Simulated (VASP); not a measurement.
## MgI2 (1T (CdI2) bulk): a PBE single-point calculation in VASP

INCAR

```
LCHARG = .FALSE.
IBRION = -1
ISIF = 2
LREAL = .FALSE.
LWAVE = .FALSE.
ISMEAR = -1
GGA = PE
NBANDS = 15
LASPH = .TRUE.
PREC = Accurate
EDIFF = 1E-7
NELM = 120
ENCUT = 520
SIGMA = 0.02
NSW = 0
```

KPOINTS

```
KPOINTS created by Atomic Simulation Environment
0
Gamma
12 12 4
0 0 0
```

KPOINTS_OPT

```
special points
7
Reciprocal
0.0000000000 0.0000000000 0.0000000000 1
0.5000000000 0.0000000000 0.0000000000 1
0.3333333333 0.3333333333 0.0000000000 1
0.0000000000 0.0000000000 0.5000000000 1
0.5000000000 0.0000000000 0.5000000000 1
0.3333333333 0.3333333333 0.5000000000 1
0.0000000000 0.4687500000 0.3229170000 1
```

POSCAR

```
Mg I
 1.0000000000000000
     4.1572130596748629    0.0000000000000000    0.0000000000000000
    -2.0786065298374314    3.6002521186228646   -0.0000000000000000
     0.0000000000000000    0.0000000000000000    6.8733252338648825
 Mg  I
   1   2
Cartesian
  0.0000000000000000 -0.0000000000000000  0.0000000000000000
  0.0000000000000000  2.4001680790819098  1.6676205660631707
  2.0786065298374314  1.2000840395409549  5.2057046678017116
```

VASP ran with the recommended PBE PAW datasets (16 valence electrons in the cell).

Command

```
mpirun -np 1 vasp_std
```

OSZICAR

```
N       E                     dE             d eps       ncg     rms          rms(c)
DAV:   1     0.757644785439E+02    0.75764E+02   -0.57893E+03  2078   0.842E+02
DAV:   2    -0.176111796366E+01   -0.77526E+02   -0.70452E+02  2919   0.131E+02
DAV:   3    -0.773624500559E+01   -0.59751E+01   -0.59496E+01  2756   0.418E+01
DAV:   4    -0.784987340376E+01   -0.11363E+00   -0.11362E+00  2951   0.686E+00
DAV:   5    -0.785091647239E+01   -0.10431E-02   -0.10431E-02  2716   0.612E-01    0.401E+00
DAV:   6    -0.772459047771E+01    0.12633E+00   -0.11128E-01  2399   0.170E+00    0.273E+00
DAV:   7    -0.770075967156E+01    0.23831E-01   -0.11970E-01  2448   0.173E+00    0.746E-01
DAV:   8    -0.769901441483E+01    0.17453E-02   -0.76296E-03  2378   0.499E-01    0.261E-01
DAV:   9    -0.769915936638E+01   -0.14495E-03   -0.10044E-03  2833   0.188E-01    0.941E-02
DAV:  10    -0.769914614901E+01    0.13217E-04   -0.33825E-05  2609   0.402E-02    0.370E-02
DAV:  11    -0.769915148560E+01   -0.53366E-05   -0.13358E-05  2525   0.228E-02    0.212E-02
DAV:  12    -0.769915205101E+01   -0.56541E-06   -0.58145E-07  2826   0.450E-03    0.833E-03
DAV:  13    -0.769915218000E+01   -0.12899E-06   -0.37189E-08  1903   0.124E-03    0.545E-03
DAV:  14    -0.769915254005E+01   -0.36005E-06   -0.31325E-07  2399   0.351E-03    0.392E-03
DAV:  15    -0.769915248872E+01    0.51334E-07   -0.10280E-08  2113   0.657E-04
   1 F= -.76991525E+01 E0= -.76991525E+01  d E =-.885875E-11
       N       E                     dE             ncg
DAV:   1     0.273363782433E+04   -0.23215E+04      210
DAV:   2     0.220473157295E+04   -0.52891E+03      297
DAV:   3     0.216605266462E+04   -0.38679E+02      273
DAV:   4     0.216536479232E+04   -0.68787E+00      277
DAV:   5     0.216535544743E+04   -0.93449E-02      296
DAV:   6     0.216535533029E+04   -0.11714E-03      285
DAV:   7     0.216535532956E+04   -0.72615E-06      310
DAV:   8     0.216535532956E+04   -0.50704E-08      203
```

From OUTCAR

```
k-points           NKPTS =     69   k-points in BZ     NKDIM =     69   number of bands    NBANDS=     15

   NELECT =      16.0000    total number of electrons

   dimension x,y,z NGX =    32 NGY =   32 NGZ =   54
   dimension x,y,z NGXF=    64 NGYF=   64 NGZF=  108

  energy-cutoff  :      520.00
  volume of cell :      102.87
      direct lattice vectors                 reciprocal lattice vectors
     4.157213060  0.000000000  0.000000000     0.240545766  0.138879163  0.000000000
    -2.078606530  3.600252119  0.000000000     0.000000000  0.277758326  0.000000000
     0.000000000  0.000000000  6.873325234     0.000000000  0.000000000  0.145489987

 k-points in reciprocal lattice and weights: KPOINTS created by Atomic Simulation Env
   0.00000000  0.00000000  0.00000000       0.002
   0.08333333 -0.00000000  0.00000000       0.010
   0.16666667 -0.00000000  0.00000000       0.010
   0.25000000 -0.00000000  0.00000000       0.010
   0.33333333 -0.00000000  0.00000000       0.010
   0.41666667 -0.00000000  0.00000000       0.010
   0.50000000 -0.00000000  0.00000000       0.005
   0.08333333  0.08333333  0.00000000       0.010
   ...

 E-fermi :   2.6948

 k-point     1 :       0.0000    0.0000    0.0000
  band No.  band energies     occupation
      1      -9.7831      2.00000
      2      -9.0758      2.00000
      3      -1.2442      2.00000
      4       1.8272      2.00000
      5       1.8272      2.00000
      6       2.2068      2.00000
      7       2.2068      2.00000
      8       2.2910      2.00000
      9       5.9665      0.00000
     10       7.0489      0.00000
     11       8.9674      0.00000
     12       8.9674      0.00000
     13       9.7604      0.00000
     14      10.4282      0.00000
     15      10.4282      0.00000

 k-point     2 :       0.0833   -0.0000    0.0000
  band No.  band energies     occupation
      1      -9.7467      2.00000
      2      -9.0567      2.00000
      3      -1.1935      2.00000
      4       1.5288      2.00000
      5       1.7317      2.00000
      6       1.9356      2.00000
      7       2.2020      2.00000
      8       2.2688      2.00000
      9       6.2846      0.00000
     10       7.3425      0.00000
     11       8.5986      0.00000
     12       9.0826      0.00000
     13       9.9902      0.00000
     14      10.1684      0.00000
     15      10.5471      0.00000

 k-point     3 :       0.1667   -0.0000    0.0000
  band No.  band energies     occupation
      1      -9.6427      2.00000
      2      -9.0051      2.00000
      3      -1.0515      2.00000
      4       0.8436      2.00000
      5       1.3577      2.00000
      6       1.5184      2.00000
      7       2.1522      2.00000
      8       2.1909      2.00000
      9       6.8350      0.00000
     10       7.6777      0.00000
     11       8.4750      0.00000
     12       9.3295      0.00000
     13       9.4797      0.00000
     14      10.2806      0.00000
     15      10.8171      0.00000

 k-point     4 :       0.2500   -0.0000    0.0000
  band No.  band energies     occupation
      1      -9.4871      2.00000
      2      -8.9381      2.00000
      3      -0.8694      2.00000
      4       0.1211      2.00000
      5       0.7548      2.00000
      6       1.2818      2.00000
      7       2.0405      2.00000
      8       2.0528      2.00000
      9       6.7567      0.00000
     10       7.7337      0.00000
     11       8.6341      0.00000
     12       9.4388      0.00000
     13       9.4396      0.00000
     14      10.3191      0.00000
     15      11.2417      0.00000

 k-point     5 :       0.3333   -0.0000    0.0000
  band No.  band energies     occupation
      1      -9.3080      2.00000
      2      -8.8815      2.00000
      3      -0.8828      2.00000
      4      -0.3042      2.00000
      5       0.3345      2.00000
      6       1.0799      2.00000
      7       1.8093      2.00000
      8       1.9421      2.00000
      9       6.3289      0.00000
     10       7.7445      0.00000
     11       8.2070      0.00000
     12       9.3604      0.00000
     13       9.8683      0.00000
     14      11.0135      0.00000
     15      11.3486      0.00000

 k-point     6 :       0.4167   -0.0000    0.0000
  band No.  band energies     occupation
      1      -9.1479      2.00000
      2      -8.8596      2.00000
      3      -1.1736      2.00000
      4      -0.4448      2.00000
      5       0.3170      2.00000
      6       0.9469      2.00000
      7       1.5340      2.00000
      8       1.8591      2.00000
      9       6.0172      0.00000
     10       7.6495      0.00000
     11       7.9019      0.00000
     12       9.2592      0.00000
     13      10.1739      0.00000
     14      11.3367      0.00000
     15      12.0276      0.00000

 k-point     7 :       0.5000   -0.0000    0.0000
  band No.  band energies     occupation
      1      -9.0743      2.00000
      2      -8.8644      2.00000
      3      -1.3041      2.00000
      4      -0.5222      2.00000
      5       0.4251      2.00000
      6       0.9007      2.00000
      7       1.3790      2.00000
      8       1.8287      2.00000
      9       5.9076      0.00000
     10       7.6053      0.00000
     11       7.7968      0.00000
     12       9.2189      0.00000
     13      10.2694      0.00000
     14      11.6304      0.00000
     15      12.0625      0.00000

 k-point     8 :       0.0833    0.0833    0.0000
  band No.  band energies     occupation
      1      -9.6765      2.00000
      2      -9.0213      2.00000
      3      -1.0968      2.00000
      4       1.1420      2.00000
      5       1.2749      2.00000
      6       1.7922      2.00000
      7       2.0952      2.00000
      8       2.2236      2.00000
      9       6.7332      0.00000
     10       7.7992      0.00000
     11       8.2176      0.00000
     12       9.2755      0.00000
     13       9.7324      0.00000
     14      10.0425      0.00000
     15      10.8970      0.00000

 k-point     9 :       0.1667    0.0833    0.0000
  band No.  band energies     occupation
      1      -9.5464      2.00000
      2      -8.9617      2.00000
      3      -0.9293      2.00000
      4       0.4729      2.00000
      5       0.7866      2.00000
      6       1.4915      2.00000
      7       1.9520      2.00000
      8       2.1224      2.00000
      9       7.0293      0.00000
     10       7.9018      0.00000
     11       8.5452      0.00000
     12       9.2541      0.00000
     13       9.4221      0.00000
     14       9.7948      0.00000
     15      11.2541      0.00000

 k-point    10 :       0.2500    0.0833    0.0000
  band No.  band energies     occupation
      1      -9.3781      2.00000
      2      -8.8995      2.00000
      3      -0.8076      2.00000
      4      -0.1222      2.00000
      5       0.4002      2.00000
      6       1.1490      2.00000
      7       1.8027      2.00000
      8       1.9520      2.00000
      9       6.6940      0.00000
     10       8.0233      0.00000
     11       8.4648      0.00000
     12       9.2787      0.00000
     13       9.6081      0.00000
     14      10.1161      0.00000
     15      11.4162      0.00000

 k-point    11 :       0.3333    0.0833    0.0000
  band No.  band energies     occupation
      1      -9.2056      2.00000
      2      -8.8610      2.00000
      3      -1.0084      2.00000
      4      -0.3490      2.00000
      5       0.2705      2.00000
      6       0.8924      2.00000
      7       1.6233      2.00000
      8       1.7607      2.00000
      9       6.3120      0.00000
     10       7.9771      0.00000
     11       8.0767      0.00000
     12       9.2581      0.00000
     13      10.0406      0.00000
     14      10.9754      0.00000
     15      11.4945      0.00000

 k-point    12 :       0.4167    0.0833    0.0000
  band No.  band energies     occupation
      1      -9.0799      2.00000
      2      -8.8594      2.00000
      3      -1.2396      2.00000
      4      -0.4641      2.00000
      5       0.4162      2.00000
      6       0.7516      2.00000
      7       1.4135      2.00000
      8       1.6664      2.00000
      9       6.0968      0.00000
     10       7.8617      0.00000
     11       7.9081      0.00000
     12       9.2510      0.00000
     13      10.2459      0.00000
     14      11.4538      0.00000
     15      11.9766      0.00000

 k-point    13 :       0.1667    0.1667    0.0000
  band No.  band energies     occupation
      1      -9.4030      2.00000
      2      -8.9066      2.00000
      3      -0.7968      2.00000
      4       0.1690      2.00000
      5       0.2081      2.00000
      6       1.2977      2.00000
      7       1.6061      2.00000
      8       1.9859      2.00000
      9       6.9948      0.00000
     10       8.4041      0.00000
     11       8.8110      0.00000
     12       9.1620      0.00000
     13       9.1874      0.00000
     14       9.3890      0.00000
     15      11.7117      0.00000

 ...

  Total        0.6375629      0.6375629      0.7879860      0.0000000     -0.0000000     -0.0000000
  in kB        9.9295945      9.9295945     12.2723289      0.0000000     -0.0000000     -0.0000000
  external PRESSURE =      10.7105060 kB  Pullay stress =       0.0000000 kB

 POSITION                                       TOTAL-FORCE (eV/Angst)
 -----------------------------------------------------------------------------------
      0.00000      0.00000      0.00000        -0.000000      0.000000      0.000000
      0.00000      2.40017      1.66762         0.000000      0.000000      0.001090
      2.07861      1.20008      5.20570        -0.000000      0.000000     -0.001090
 -----------------------------------------------------------------------------------
    total drift:                               -0.000000      0.000000     -0.000000

  FREE ENERGIE OF THE ION-ELECTRON SYSTEM (eV)
  ---------------------------------------------------
  free  energy   TOTEN  =        -7.6991524887 eV

  energy  without entropy=       -7.6991524887  energy(sigma->0) =       -7.69915249
```

```
gap between bands v and c : 3.47 eV
least direct gap          : 3.68 eV
pressure                  : 1.1 GPa
```

Band v is the last that the valence electrons fill when counted band by band, and c is the next.

The run took about 92 s on one core of a shared host (Intel Xeon Platinum 8488C) and held 0.32 GiB at most.
